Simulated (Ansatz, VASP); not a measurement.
One calculation of Cu, two programs

INCAR

```
SYSTEM = Cu
  PREC = Accurate
  ENCUT = 520
  EDIFF = 1E-7
  ISMEAR = -1
  SIGMA = 0.1
  LREAL = .FALSE.
  LASPH = .TRUE.
  NELM = 60
  ALGO = Normal
  ISIF = 2
  LWAVE = .FALSE.
  LCHARG = .FALSE.
  NBANDS = 18
```

Contents of KPOINTS:

```
regular mesh
0
G
  17 17 10
  0 0 0
```

File POSCAR:

```
Cu
1.0
    2.1842435298      0.0000000000      0.0000000000
   -1.0921217649      1.8916103848      0.0000000000
    0.0000000000      0.0000000000      3.5858999660
Cu
2
Direct
    0.3333333333      0.6666666667      0.2500000000
    0.6666666667      0.3333333333      0.7500000000
```

Input for Ansatz:

```yaml
crystal:
  lattice:
    - [2.1842435298, 0.0, 0.0]
    - [-1.0921217649, 1.8916103848, 0.0]
    - [0.0, 0.0, 3.585899966]
  atoms:
    - { symbol: Cu, position: [0.3333333333, 0.6666666667, 0.25] }
    - { symbol: Cu, position: [0.6666666667, 0.3333333333, 0.75] }
kpoints:
  mp_grid: { grid: [17, 17, 10] }
scf:
  occupations: { method: fermi_dirac, width: 0.1 }
hamiltonian:
  xc: lda
  pseudopotentials: { kind: paw }
output:
  forces: true
  stress: true
  eigenvalues: true
  populations: true
  write_density: true
  write_potential: true
  elf: true
  volumetric_format: npy
```

Change from the starting cell: volume scaled by 0.68, PAW files.

Alike in both runs: task single point; functional LDA; k mesh 17 × 17 × 10; occupations fermi-dirac, width 0.1 eV; no spin polarisation.

|  | VASP | Ansatz |
| --- | --- | --- |
| version | VASP 6.6.1 | Ansatz 0.2.0 |
| potentials or method | VASP PAW LDA potentials, release 64 (Cu) | PAW with Ansatz's default frozen-core files, scalar-relativistic |
| plane-wave cutoff (eV) | 520 | 420 |
| valence electrons in the cell | 22 | 38 |

VASP gave:

- pressure (GPa): 189.5

Which values does Ansatz return?

Pressure (GPa): 187.2.

The two sets of potentials don't hold the same shells in valence.

Caveats: the cell as given lies far from equilibrium; so large a pressure means that the cell lies far from this level's equilibrium, or that cutoff or potentials fall short (VASP).
